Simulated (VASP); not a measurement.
Output of a VASP run:

**OUTCAR**
```
 ion  position               nearest neighbor table
   1  0.000  0.000  0.000-   3 1.99   6 1.99   5 2.01   4 2.01   4 2.01   5 2.01   2 3.62   2 3.62
                             2 3.62   2 3.62   2 3.62   2 3.62   2 3.62   2 3.62
   2  0.500  0.500  0.500-   4 1.99   5 1.99   3 2.01   6 2.01   3 2.01   6 2.01   1 3.62   1 3.62
                             1 3.62   1 3.62   1 3.62   1 3.62   1 3.62   1 3.62
   3  0.303  0.303  0.000-   1 1.99   2 2.01   2 2.01
   4  0.803  0.197  0.500-   2 1.99   1 2.01   1 2.01
   5  0.197  0.803  0.500-   2 1.99   1 2.01   1 2.01
   6  0.697  0.697  0.000-   1 1.99   2 2.01   2 2.01
  LATTYP: Found a simple tetragonal cell.
 ALAT       =     4.6397321792
 C/A-ratio  =     0.6606774392
 Subroutine PRICEL returns:
 Original cell was already a primitive cell.
 Subroutine GETGRP returns: Found 16 space group operations
The static configuration has the point symmetry D_2h.
 The point group associated with its full space group is D_4h.
The dynamic configuration has the point symmetry D_2h.
 Subroutine INISYM returns: Found 16 space group operations
 Subroutine IBZKPT returns following result:
 Found     50 irreducible k-points:

 Following reciprocal coordinates:
            Coordinates               Weight
  0.000000  0.000000  0.000000      1.000000
  0.166667  0.000000  0.000000      4.000000
  0.333333  0.000000  0.000000      4.000000
  0.500000  0.000000  0.000000      2.000000
  0.166667  0.166667  0.000000      4.000000
  0.333333  0.166667  0.000000      8.000000
  0.500000  0.166667  0.000000      4.000000
  0.333333  0.333333  0.000000      4.000000
  0.500000  0.333333  0.000000      4.000000
  0.500000  0.500000  0.000000      1.000000
  0.000000  0.000000  0.125000      2.000000
  0.166667  0.000000  0.125000      8.000000
  0.333333  0.000000  0.125000      8.000000
  0.500000  0.000000  0.125000      4.000000
  0.166667  0.166667  0.125000      8.000000
  0.333333  0.166667  0.125000     16.000000
  0.500000  0.166667  0.125000      8.000000
  0.333333  0.333333  0.125000      8.000000
  0.500000  0.333333  0.125000      8.000000
  0.500000  0.500000  0.125000      2.000000
  0.000000  0.000000  0.250000      2.000000
  0.166667  0.000000  0.250000      8.000000
  0.333333  0.000000  0.250000      8.000000
  0.500000  0.000000  0.250000      4.000000
  0.166667  0.166667  0.250000      8.000000
  0.333333  0.166667  0.250000     16.000000
  0.500000  0.166667  0.250000      8.000000
  0.333333  0.333333  0.250000      8.000000
  0.500000  0.333333  0.250000      8.000000
  0.500000  0.500000  0.250000      2.000000
  0.000000  0.000000  0.375000      2.000000
  0.166667  0.000000  0.375000      8.000000
  0.333333  0.000000  0.375000      8.000000
  0.500000  0.000000  0.375000      4.000000
  0.166667  0.166667  0.375000      8.000000
  0.333333  0.166667  0.375000     16.000000
  0.500000  0.166667  0.375000      8.000000
  0.333333  0.333333  0.375000      8.000000
  0.500000  0.333333  0.375000      8.000000
  0.500000  0.500000  0.375000      2.000000
   k-points           NKPTS =     50   k-points in BZ     NKDIM =     50   number of bands    NBANDS=     20
   number of dos      NEDOS =    601   number of ions     NIONS =      6
   total plane-waves  NPLWV =  31104
   dimension x,y,z NGX =    36 NGY =   36 NGZ =   24
   dimension x,y,z NGXF=    72 NGYF=   72 NGZF=   48
   ions per type =               2   4
   PREC   = accura    normal or accurate (medium, high low for compatibility)
   ISTART =      0    job   : 0-new  1-cont  2-samecut
   ICHARG =      2    charge: 1-file 2-atom 10-const
   ISPIN  =      1    spin polarized calculation?
   LNONCOLLINEAR =      F non collinear calculations
   LSORBIT =      F    spin-orbit coupling
   INIWAV =      1    electr: 0-lowe 1-rand  2-diag
   ENCUT  =  520.0 eV  38.22 Ry    6.18 a.u.   8.63  8.63  5.70*2*pi/ulx,y,z
   NELM   =    100;   NELMIN=  2; NELMDL= -5     # of ELM steps
   EDIFF  = 0.1E-06   stopping-criterion for ELM
...
```

**OSZICAR**
```
       N       E                     dE             d eps       ncg     rms          rms(c)
DAV:   1     0.214450883058E+03    0.21445E+03   -0.18353E+04  2048   0.150E+03
DAV:   2    -0.148013685659E+02   -0.22925E+03   -0.22334E+03  2616   0.339E+02
DAV:   3    -0.247500845360E+02   -0.99487E+01   -0.99287E+01  2340   0.740E+01
DAV:   4    -0.248156073080E+02   -0.65523E-01   -0.65507E-01  2276   0.690E+00
DAV:   5    -0.248160153934E+02   -0.40809E-03   -0.40808E-03  2296   0.549E-01    0.106E+01
DAV:   6    -0.218232223519E+02    0.29928E+01   -0.12678E+01  2264   0.272E+01    0.299E+00
DAV:   7    -0.218242198820E+02   -0.99753E-03   -0.13827E-01  2120   0.273E+00    0.187E+00
DAV:   8    -0.218335725765E+02   -0.93527E-02   -0.46137E-02  2192   0.264E+00    0.172E-01
DAV:   9    -0.218340803096E+02   -0.50773E-03   -0.36460E-03  2340   0.445E-01    0.753E-02
DAV:  10    -0.218341476864E+02   -0.67377E-04   -0.28285E-04  2196   0.139E-01    0.919E-03
DAV:  11    -0.218341477494E+02   -0.63066E-07   -0.80611E-06  2324   0.248E-02    0.217E-03
DAV:  12    -0.218341482122E+02   -0.46274E-06   -0.95032E-07  2244   0.904E-03    0.161E-03
DAV:  13    -0.218341481592E+02    0.52918E-07   -0.24468E-07  1612   0.414E-03
   1 F= -.21834148E+02 E0= -.21834148E+02  d E =0.000000E+00
```

File OUTCAR:
```
------------------------ aborting loop because EDIFF is reached ----------------------------------------
  FORCE on cell =-STRESS in cart. coord.  units (eV):
  Direction    XX          YY          ZZ          XY          YZ          ZX
  --------------------------------------------------------------------------------------
  Total       -0.0285713     -0.0285713     -0.0794189     -0.0000000      0.0000000      0.0000000
  in kB       -0.6937015     -0.6937015     -1.9282636     -0.0000000      0.0000000      0.0000000
  external PRESSURE =      -1.1052222 kB  Pullay stress =       0.0000000 kB
  volume of cell :       65.99
      direct lattice vectors                 reciprocal lattice vectors
     4.639732179  0.000000000  0.000000000     0.215529682  0.000000000  0.000000000
     0.000000000  4.639732179  0.000000000     0.000000000  0.215529682  0.000000000
     0.000000000  0.000000000  3.065366374     0.000000000  0.000000000  0.326225279
 POSITION                                       TOTAL-FORCE (eV/Angst)
 -----------------------------------------------------------------------------------
      0.00000      0.00000      0.00000        -0.000000      0.000000      0.000000
      2.31987      2.31987      1.53268        -0.000000      0.000000      0.000000
      1.40454      1.40454      0.00000         0.003819      0.003819     -0.000000
      3.72441      0.91533      1.53268         0.003819     -0.003819      0.000000
      0.91533      3.72441      1.53268        -0.003819      0.003819      0.000000
      3.23519      3.23519      0.00000        -0.003819     -0.003819      0.000000
 -----------------------------------------------------------------------------------
    total drift:                                0.000000      0.000000     -0.000000
  FREE ENERGIE OF THE ION-ELECTRON SYSTEM (eV)
  ---------------------------------------------------
  free  energy   TOTEN  =       -21.8341481592 eV

  energy  without entropy=      -21.8341481592  energy(sigma->0) =      -21.83414816

 total charge

# of ion       s       p       d       tot
------------------------------------------
    1        0.121   0.154   0.075   0.350
    2        0.121   0.154   0.075   0.350
    3        1.722   4.428   0.000   6.150
    4        1.722   4.428   0.000   6.150
    5        1.722   4.428   0.000   6.150
    6        1.722   4.428   0.000   6.150
--------------------------------------------------
tot          7.132  18.019   0.150  25.301

 Electric field gradients after diagonalization (V/A^2)
 (convention: |V_zz| > |V_xx| > |V_yy|)
----------------------------------------------------------------------
 ion       V_xx      V_yy      V_zz     asymmetry (V_yy - V_xx)/ V_zz
----------------------------------------------------------------------
   1      -4.180    -2.146     6.326       0.322
   2      -4.180    -2.146     6.326       0.322
   3      30.827    16.549   -47.376       0.301
   4      30.827    16.549   -47.376       0.301
   5      30.827    16.549   -47.376       0.301
   6      30.827    16.549   -47.376       0.301
```
(Selected blocks of OUTCAR.)

File POSCAR:
```
MgF2
1
    4.6397321792    -0.0000000000     0.0000000000
   -0.0000000000     4.6397321792     0.0000000000
    0.0000000000     0.0000000000     3.0653663745
Mg F
2 4
Direct
  1.0000000000   0.0000000000   0.0000000000
  0.5000000000   0.5000000000   0.5000000000
  0.3027200548   0.3027200548   0.0000000000
  0.8027200548   0.1972799452   0.5000000000
  0.1972799452   0.8027200548   0.5000000000
  0.6972799452   0.6972799452   0.0000000000
```

Write an INCAR and KPOINTS that could have produced this output.

One answer among several that fit: the input of the run itself, optB88-vdW, plane waves, VASP's PBE PAW potentials (set 64).

File KPOINTS:
```
Automatic
0
Gamma
6 6 8
```

**INCAR**
```
LWAVE = F
LORBIT = 11   # lm-projected
LASPH = T   # aspherical one-centre terms
ISIF = 2
SYSTEM = MgF2
LREAL = F
NELM = 100   # most electronic steps
LUSE_VDW = T
AGGAC = 0.0
EDIFF = 1E-7   # SCF stop (eV)
GGA = BO
ALGO = Normal   # blocked Davidson
NEDOS = 601   # DOS grid
PARAM1 = 0.1833333333
ENCUT = 520   # plane-wave cut-off (eV)
PREC = Accurate
LCHARG = T
PARAM2 = 0.22
ISMEAR = -5   # tetrahedra, Bloechl
LEFG = T
```

POTCAR, in this order: Mg F (PBE.64 set). Program: vasp_std.

The compound is MgF2 in the rutile structure. It was relaxed first.
